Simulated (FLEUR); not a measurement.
# Pd (Fm-3m) in FLEUR: further runs

Runs on Pd. Level: PBE. Tasks: band structure, equation of state.

Everything below comes from runs of FLEUR MaX-R8.1 (later development tree). Logs are shortened: lines on timing, memory, paths and dates and some standing lists are left out, and cuts for length are marked.

## (1) Starting point

Symmetry: Fm-3m, No. 225, cubic system. Conventional cell: a = 3.893 Å, b = 3.893 Å, c = 3.893 Å, α = 90.00°, β = 90.00°, γ = 90.00°. Pd (site symmetry m-3m) has 12 Pd at 2.75 Å as nearest neighbours.

## (2) Band structure, PBE

Input file inp.xml:

```xml
<?xml version="1.0" encoding="UTF-8" standalone="no"?>
<fleurInput fleurInputVersion="0.39">
   <comment>
      Pd                                                                                                  
   </comment>
   <calculationSetup>
      <cutoffs Kmax="4.5" Gmax="22.5" GmaxXC="22.5" numbands="0"/>
      <scfLoop itmax="60" minDistance="0.00001" maxIterBroyd="15" imix="Anderson" alpha="0.05" precondParam="0.0" spinf="2.0" sdNocoIR="T"/>
      <coreElectrons ctail="T" frcor="F" kcrel="0" coretail_lmax="0"/>
      <xcFunctional name="pbe" relativisticCorrections="F"/>
      <magnetism jspins="1"/>
      <soc l_soc="F" theta="0.0" phi="0.0" spav="F"/>
      <expertModes spex="0" secvar="F"/>
      <geometryOptimization l_f="F" forcealpha="1.0" forcemix="BFGS" epsdisp="0.00001" epsforce="0.00001"/>
      <ldaU l_linMix="F" mixParam="0.05" spinf="1.0"/>
   </calculationSetup>
   <cell>
      <bzIntegration valenceElectrons="18.0" mode="hist" fermiSmearingEnergy="0.00183747">
         <kPointListSelection listName="default-1"/>
         <!-- k-points included here -->
         <xi:include xmlns:xi="http://www.w3.org/2001/XInclude" href="kpts.xml"> </xi:include>
      </bzIntegration>
      <!-- symmetry operations included here -->
      <xi:include xmlns:xi="http://www.w3.org/2001/XInclude" href="sym.xml"> </xi:include>
      <bulkLattice scale="1.0">
         <bravaisMatrix>
            <row-1>    0.0000000000000000     3.6783519015338997     3.6783519015338997</row-1>
            <row-2>    3.6783519015338997     0.0000000000000000     3.6783519015338997</row-2>
            <row-3>    3.6783519015338997     3.6783519015338997     0.0000000000000000</row-3>
         </bravaisMatrix>
      </bulkLattice>
   </cell>
   <atomSpecies>
      <species name="Palladium (Pd)" element="Pd" atomicNumber="46">
         <mtSphere radius="2.41" gridPoints="797" logIncrement="0.016"/>
         <atomicCutoffs lmax="9" lnonsphr="7"/>
         <electronConfig flipSpins="F">
            <coreConfig>(1s1/2) (2s1/2) (2p1/2) (2p3/2) (3s1/2) (3p1/2) (3p3/2) (3d3/2) (3d5/2)</coreConfig>
            <valenceConfig>(4s1/2) (4p1/2) (4p3/2) (5s1/2) (4d3/2) (4d5/2)</valenceConfig>
            <stateOccupation state="(5s1/2)" spinUp="0.500000" spinDown="0.500000"/>
            <stateOccupation state="(4d3/2)" spinUp="1.800000" spinDown="1.800000"/>
            <stateOccupation state="(4d5/2)" spinUp="2.700000" spinDown="2.700000"/>
         </electronConfig>
         <energyParameters s="5" p="5" d="4" f="4"/>
         <lo type="SCLO" l="0" n="4" eDeriv="0"/>
         <lo type="SCLO" l="1" n="4" eDeriv="0"/>
         <lo type="SCLO" l="1" n="4" eDeriv="1"/>
         <lo type="SCLO" l="2" n="4" eDeriv="2"/>
         <lo type="SCLO" l="3" n="4" eDeriv="2"/>
      </species>
   </atomSpecies>
   <atomGroups>
      <atomGroup species="Palladium (Pd)">
         <relPos label="                   1">.0000000000 .0000000000 .0000000000</relPos>
         <force calculate="T" relaxXYZ="TTT"/>
      </atomGroup>
   </atomGroups>
   <output dos="F" band="F" slice="F">
      <checks vchk="F" cdinf="F"/>
      <bandDOS minEnergy="-.5*Htr" maxEnergy="0.5*Htr" sigma="0.015" storeEVData="T"/>
      <vacuumDOS vacdos="F" integ="F" star="F" nstars="0" locx1="0.0" locy1="0.0" locx2="0.0" locy2="0.0" nstm="0" tworkf="0.0"/>
      <unfoldingBand unfoldBand="F" supercellX="1" supercellY="1" supercellZ="1"/>
      <plotting iplot="0" polar="F">
         <plot TwoD="T" vec1="  1.0  0.0  0.0" vec2="  0.0  1.0  0.0" vec3="  0.0  0.0  1.0" zero="  0.0  0.0  0.0" file="plot"/>
      </plotting>
      <chargeDensitySlicing numkpt="0" minEigenval="0.0" maxEigenval="0.0" nnne="0" pallst="F"/>
      <specialOutput eonly="F"/>
      <moessbauerParams electricFieldGradient="T" isomerShift="T" coreHyperfine="T" valenceHyperfine="T"/>
      <magneticCircularDichroism mcd="F" energyLo="-10.0" energyUp="0.0"/>
   </output>
  <!-- We include the file relax.xml here to enable relaxations (see documentation) -->
  <xi:include xmlns:xi="http://www.w3.org/2001/XInclude" href="relax.xml"> <xi:fallback/> </xi:include>
</fleurInput>
```

Input file crystal.txt:

```
Pd
&input cartesian=F /
0.0000000000  1.9465000000  1.9465000000
1.9465000000  0.0000000000  1.9465000000
1.9465000000  1.9465000000  0.0000000000
1.8897261246
1.0 1.0 1.0

1
46 0.0000000000  0.0000000000  0.0000000000

&kpt div1=12 div2=12 div3=12 gamma=T /
```

Input file inp.xml (bands):

```
<?xml version="1.0" encoding="UTF-8" standalone="no"?>
<fleurInput fleurInputVersion="0.39">
   <comment>
      Pd                                                                                                  
   </comment>
   <calculationSetup>
      <cutoffs Kmax="4.5" Gmax="22.5" GmaxXC="22.5" numbands="0"/>
      <scfLoop itmax="60" minDistance="0.00001" maxIterBroyd="15" imix="Anderson" alpha="0.05" precondParam="0.0" spinf="2.0" sdNocoIR="T"/>
      <coreElectrons ctail="T" frcor="F" kcrel="0" coretail_lmax="0"/>
      <xcFunctional name="pbe" relativisticCorrections="F"/>
      <magnetism jspins="1"/>
      <soc l_soc="F" theta="0.0" phi="0.0" spav="F"/>
      <expertModes spex="0" secvar="F"/>
      <geometryOptimization l_f="F" forcealpha="1.0" forcemix="BFGS" epsdisp="0.00001" epsforce="0.00001"/>
      <ldaU l_linMix="F" mixParam="0.05" spinf="1.0"/>
   </calculationSetup>
   <cell>
      <bzIntegration valenceElectrons="18.0" mode="hist" fermiSmearingEnergy="0.00183747">
         <kPointListSelection listName="path-1"/>
         <!-- k-points included here -->
         <xi:include xmlns:xi="http://www.w3.org/2001/XInclude" href="kpts.xml"> </xi:include>
      </bzIntegration>
      <!-- symmetry operations included here -->
      <xi:include xmlns:xi="http://www.w3.org/2001/XInclude" href="sym.xml"> </xi:include>
      <bulkLattice scale="1.0">
         <bravaisMatrix>
            <row-1>    0.0000000000000000     3.6783519015338997     3.6783519015338997</row-1>
            <row-2>    3.6783519015338997     0.0000000000000000     3.6783519015338997</row-2>
            <row-3>    3.6783519015338997     3.6783519015338997     0.0000000000000000</row-3>
         </bravaisMatrix>
      </bulkLattice>
   </cell>
   <atomSpecies>
      <species name="Palladium (Pd)" element="Pd" atomicNumber="46">
         <mtSphere radius="2.41" gridPoints="797" logIncrement="0.016"/>
         <atomicCutoffs lmax="9" lnonsphr="7"/>
         <electronConfig flipSpins="F">
            <coreConfig>(1s1/2) (2s1/2) (2p1/2) (2p3/2) (3s1/2) (3p1/2) (3p3/2) (3d3/2) (3d5/2)</coreConfig>
            <valenceConfig>(4s1/2) (4p1/2) (4p3/2) (5s1/2) (4d3/2) (4d5/2)</valenceConfig>
            <stateOccupation state="(5s1/2)" spinUp="0.500000" spinDown="0.500000"/>
            <stateOccupation state="(4d3/2)" spinUp="1.800000" spinDown="1.800000"/>
            <stateOccupation state="(4d5/2)" spinUp="2.700000" spinDown="2.700000"/>
         </electronConfig>
         <energyParameters s="5" p="5" d="4" f="4"/>
         <lo type="SCLO" l="0" n="4" eDeriv="0"/>
         <lo type="SCLO" l="1" n="4" eDeriv="0"/>
         <lo type="SCLO" l="1" n="4" eDeriv="1"/>
         <lo type="SCLO" l="2" n="4" eDeriv="2"/>
         <lo type="SCLO" l="3" n="4" eDeriv="2"/>
      </species>
   </atomSpecies>
   <atomGroups>
      <atomGroup species="Palladium (Pd)">
         <relPos label="                   1">.0000000000 .0000000000 .0000000000</relPos>
         <force calculate="T" relaxXYZ="TTT"/>
      </atomGroup>
   </atomGroups>
   <output dos="F" band="T" slice="F">
      <checks vchk="F" cdinf="F"/>
      <bandDOS minEnergy="-.5*Htr" maxEnergy="0.5*Htr" sigma="0.015" storeEVData="T"/>
      <vacuumDOS vacdos="F" integ="F" star="F" nstars="0" locx1="0.0" locy1="0.0" locx2="0.0" locy2="0.0" nstm="0" tworkf="0.0"/>
      <unfoldingBand unfoldBand="F" supercellX="1" supercellY="1" supercellZ="1"/>
      <plotting iplot="0" polar="F">
         <plot TwoD="T" vec1="  1.0  0.0  0.0" vec2="  0.0  1.0  0.0" vec3="  0.0  0.0  1.0" zero="  0.0  0.0  0.0" file="plot"/>
      </plotting>
      <chargeDensitySlicing numkpt="0" minEigenval="0.0" maxEigenval="0.0" nnne="0" pallst="F"/>
      <specialOutput eonly="F"/>
      <moessbauerParams electricFieldGradient="T" isomerShift="T" coreHyperfine="T" valenceHyperfine="T"/>
      <magneticCircularDichroism mcd="F" energyLo="-10.0" energyUp="0.0"/>
   </output>
  <!-- We include the file relax.xml here to enable relaxations (see documentation) -->
  <xi:include xmlns:xi="http://www.w3.org/2001/XInclude" href="relax.xml"> <xi:fallback/> </xi:include>
</fleurInput>
```

Potentials or basis: all-electron, FLAPW.

On the command line:

```
$ inpgen -f crystal.txt -profile moderate
$ # inp.xml edited to the form shown
$ fleur_MPI
$ fleur_MPI   # second run, on inp.xml (bands)
```

The program printed:

```text
Welcome to FLEUR        (www.flapw.de)
      MaX-Release 8.1          (www.max-centre.eu)

 ========== k-point set info ==========
 Selected k-point list: default-1
 k-point list type: mesh
 12 x 12 x 12
 Number of k points: 72

 ------------Calculation Setup---------------------------
 Number of MPI-tasks      :            1
 Number of PE/node        :            1
 Number of OMP-threads    :            1
 Most efficient MPI parallelization for:
           1           2           3           4           6           8           9          12          18          24          36          72
 Additional eigenvalue parallelization possible
 Number of basis functions:          204
 Approximate size of matrices (H+S) per k-point:         0.001 GB
 --------------------------------------------------------
 Iteration:     1   Distance:      13.17413689 me/bohr^3
 Iteration:     2   Distance:      11.42446489 me/bohr^3
 Iteration:     3   Distance:       4.41444730 me/bohr^3
 Iteration:     4   Distance:       1.96659769 me/bohr^3
 Iteration:     5   Distance:       1.82275684 me/bohr^3
 Iteration:     6   Distance:       0.56799876 me/bohr^3
 Iteration:     7   Distance:       0.13373463 me/bohr^3
 Iteration:     8   Distance:       0.00763382 me/bohr^3
 Iteration:     9   Distance:       0.00579230 me/bohr^3
 Iteration:    10   Distance:       0.00115554 me/bohr^3
 Iteration:    11   Distance:       0.00129603 me/bohr^3
 Iteration:    12   Distance:       0.00007942 me/bohr^3
 Iteration:    13   Distance:       0.00000950 me/bohr^3

 ********************************************************************
 Run finished successfully
 Stop message:
   all done
 ********************************************************************
```

output (bands):

```text
Welcome to FLEUR        (www.flapw.de)
      MaX-Release 8.1          (www.max-centre.eu)

 ========== k-point set info ==========
 Selected k-point list: path-1
 k-point list type: path
 Number of k points: 60

 ------------Calculation Setup---------------------------
 Number of MPI-tasks      :            1
 Number of PE/node        :            1
 Number of OMP-threads    :            1
 Most efficient MPI parallelization for:
           1           2           3           4           5           6          10          12          15          20          30          60
 Additional eigenvalue parallelization possible
 Number of basis functions:          204
 Approximate size of matrices (H+S) per k-point:         0.001 GB
 --------------------------------------------------------
 Fermi energy correction for metals:
 Fermi energy in bands.* files may not be consistent with last density.
 Please correct it manually (e.g. in band.gnu file).

 Note: Band structure data (together with different weights) is also stored in the banddos.hdf file.
       A convenient way of extracting and plotting the data from that file is by making use of the

 ********************************************************************
 Run finished successfully
 Stop message:
   Charge density postprocessing done.
 ********************************************************************
```

out.xml (last iteration):

```text
<iteration numberForCurrentRun="   13" overallNumber="   13">
         <energyParameters units="Htr">
            <atomicEP atomType="1" spin="1" branch="5s" branchLowest="-2.63" branchHighest="2.01" value="0.3516523024"/>
            <atomicEP atomType="1" spin="1" branch="5p" branchLowest="-1.35" branchHighest="2.72" value="0.4866196802"/>
            <atomicEP atomType="1" spin="1" branch="4d" branchLowest="-11.47" branchHighest="0.57" value="0.3662723301"/>
            <atomicEP atomType="1" spin="1" branch="4f" branchLowest="-9.99" branchHighest="2.53" value="0.7833457493"/>
            <loAtomicEP atomType="1" spin="1" branch="4s" branchLowest="-22.87" branchHighest="-2.63" value="-2.6380533417"/>
            <loAtomicEP atomType="1" spin="1" branch="4p" branchLowest="-18.46" branchHighest="-1.35" value="-1.3828034256"/>
            <loAtomicEP atomType="1" spin="1" branch="4p" branchLowest="-18.46" branchHighest="-1.35" value="-1.3828034256"/>
            <loAtomicEP atomType="1" spin="1" branch="4d" branchLowest="-11.47" branchHighest="0.57" value="0.3610379754"/>
            <loAtomicEP atomType="1" spin="1" branch="4f" branchLowest="-9.99" branchHighest="2.53" value="0.7833477227"/>
         </energyParameters>
         <eigenvalues>
            <eigenvaluesAt spin="1" ikpt="1" k_x="0.00000000" k_y="0.00000000" k_z="0.00000000">
                      -2.6400472098       -1.3719998362       -1.3719998362       -1.3719998362        0.1893375311
                       0.3473695352        0.3473695352        0.3473695352        0.4066592041        0.4066592041
                       1.0773256380        1.2506220420        1.2506220420        1.2506220420        1.4551035686
            </eigenvaluesAt>
            <eigenvaluesAt spin="1" ikpt="2" k_x="0.00000000" k_y="0.00000000" k_z="0.08333333">
                      -2.6399140650       -1.3730303408       -1.3721460452       -1.3721460452        0.1985481526
                       0.3442124631        0.3504939500        0.3504939500        0.4052313362        0.4052313362
                       1.0866241022        1.1985414417        1.2613246277        1.2613246277        1.4790077690
            </eigenvaluesAt>
            <eigenvaluesAt spin="1" ikpt="3" k_x="0.00000000" k_y="0.00000000" k_z="0.16666667">
                      -2.6395500235       -1.3758337930       -1.3725455436       -1.3725455436        0.2234610181
                       0.3387665909        0.3568134910        0.3568134910        0.4042828461        0.4042828461
                       1.0826418992        1.1260573046        1.2895607756        1.2895607756        1.4158993398
            </eigenvaluesAt>
            <eigenvaluesAt spin="1" ikpt="4" k_x="0.00000000" k_y="0.00000000" k_z="0.25000000">
[... 24 lines left out ...]
            <state n="3" l="2" j="2.5" energy="-11.3855320781" weight="3.0000000000"/>
         </coreStates>
         <allElectronCharges>
            <spinDependentCharge spin="1" total="46.0000000" interstitial="1.3823144" mtSpheres="44.6176856"/>
            <totalCharge value="45.9999999988"/>
         </allElectronCharges>
         <moessbauerParams unitsHFF="kG" unitsIS="e/bohr^3" unitsEFG="Htr/bohr^2">
            <coreIsomerShift atomType="1" isTotal="134303.32949">
               <shell n="1" l="0" isomerShift="118071.01730"/>
               <shell n="2" l="0" isomerShift="13406.77204"/>
               <shell n="2" l="1" isomerShift="266.97771"/>
               <shell n="3" l="0" isomerShift="2505.24068"/>
               <shell n="3" l="1" isomerShift="53.32176"/>
               <shell n="3" l="2" isomerShift="0.00001"/>
            </coreIsomerShift>
            <isomerShift atomType="1" nucleusRadius="0.0001119" averageDensity="134785.95367"/>
            <electricFieldGradient atomType="1" VXX="0.00000" VYY="0.00000" VZZ="0.00000" asymParam="0.00000">
            </electricFieldGradient>
         </moessbauerParams>
         <totalEnergy                                    value="    -5047.0495760393" units="Htr">
            <sumOfEigenvalues                            value="    -3008.3852445622">
               <coreElectrons value="-2998.3961715545"/>
               <valenceElectrons value="-9.9890730077"/>
            </sumOfEigenvalues>
            <densityCoulombPotentialIntegral value="-8091.4822992726"/>
            <densityEffectivePotentialIntegral value="-8279.5875493400"/>
            <chargeDenXCDenIntegral value="-144.2112018998"/>
            <FockExchangeEnergyValence value="0.0000000000"/>
            <FockExchangeEnergyCore value="0.0000000000"/>
            <atomTypeDependentContributions atomType="1">
               <electronNucleiInteractionDifferentMTs value="6104.5653901209"/>
               <MadelungTerm value="-23.7341391601"/>
            </atomTypeDependentContributions>
            <tkbTimesEntropy value="0.0007199385"/>
            <freeEnergy value="-5047.0502959778"/>
            <extrapolationTo0K value="-5047.0499360086"/>
         </totalEnergy>
         <densityConvergence units="me/bohr^3">
            <chargeDensity spin="1" distance="0.0000095011"/>
         </densityConvergence>
      </iteration>
```

It took 19 s on 1 thread of Arm Neoverse V1, shared host; peak memory 0.09 GiB.

What came out:

- Free energy: -137337.2350 eV
- Band gap along the path: none (metal or under the smearing width)
- Valence electrons inside the program's atomic spheres: Pd 16.62 (radii Pd 2.41 bohr)

Levels at the corners of the path, in eV from the Fermi level:
```tsv
point	band 6	band 7	band 8	band 9	band 10	band 11	band 12	band 13
Γ	-2.82	-2.82	-2.82	-1.21	-1.21	17.04	21.76	21.76
X	-5.09	-0.03	0.31	0.31	3.37	10.79	13.20	13.20
W	-3.37	-3.37	-1.31	0.31	8.93	8.93	10.42	11.62
K	-4.14	-1.96	-0.94	-0.14	7.14	8.12	10.85	15.90
Γ	-2.82	-2.82	-2.82	-1.21	-1.21	17.04	21.76	21.76
L	-2.87	-2.87	-0.01	-0.01	1.03	7.34	16.44	20.96
U	-4.14	-1.96	-0.94	-0.14	7.14	8.12	10.85	15.90
W	-3.37	-3.37	-1.31	0.31	8.93	8.93	10.42	11.62
L	-2.87	-2.87	-0.01	-0.01	1.03	7.34	16.44	20.96
K	-4.14	-1.96	-0.94	-0.14	7.14	8.12	10.85	15.90
U	-4.14	-1.96	-0.94	-0.14	7.14	8.12	10.85	15.90
X	-5.09	-0.03	0.31	0.31	3.37	10.79	13.20	13.20
```

Core levels (eV from the Fermi level):
```
atom                                                                                                                             levels
1 Pd  1s1/2 -24151.8, 2s1/2 -3524.6, 2p1/2 -3269.1, 2p3/2 -3109.7, 3s1/2 -634.7, 3p1/2 -533.8, 3p3/2 -506.1, 3d3/2 -327.6, 3d5/2 -322.1
```

## (3) Equation of state, PBE, 13.87 Å³/atom (volume scaled by 0.94)

inp.xml: that of step 2 with these lines changed.

```diff
@@ -24,3 +24,3 @@
       <xi:include xmlns:xi="http://www.w3.org/2001/XInclude" href="sym.xml"> </xi:include>
-      <bulkLattice scale="1.0">
+      <bulkLattice scale="0.9795861087">
          <bravaisMatrix>
@@ -34,3 +34,3 @@
       <species name="Palladium (Pd)" element="Pd" atomicNumber="46">
-         <mtSphere radius="2.41" gridPoints="797" logIncrement="0.016"/>
+         <mtSphere radius="2.36" gridPoints="797" logIncrement="0.016"/>
          <atomicCutoffs lmax="9" lnonsphr="7"/>
```

Potentials or basis: all-electron, FLAPW.

On the command line:

```
$ inpgen -f crystal.txt -profile moderate
$ # inp.xml edited to the form shown
$ fleur_MPI
```

It took 15 s on 1 thread of Arm Neoverse V1, shared host; peak memory 0.09 GiB.

Results (log left out):

| Property | Result |
| --- | --- |
| Free energy | -137337.1576 eV |
| Band gap on the k mesh | none (metal or under the smearing width) |
| Valence electrons inside the program's atomic spheres | Pd 16.54 (radii Pd 2.36 bohr) |

(Continued in part 2 of 2.)
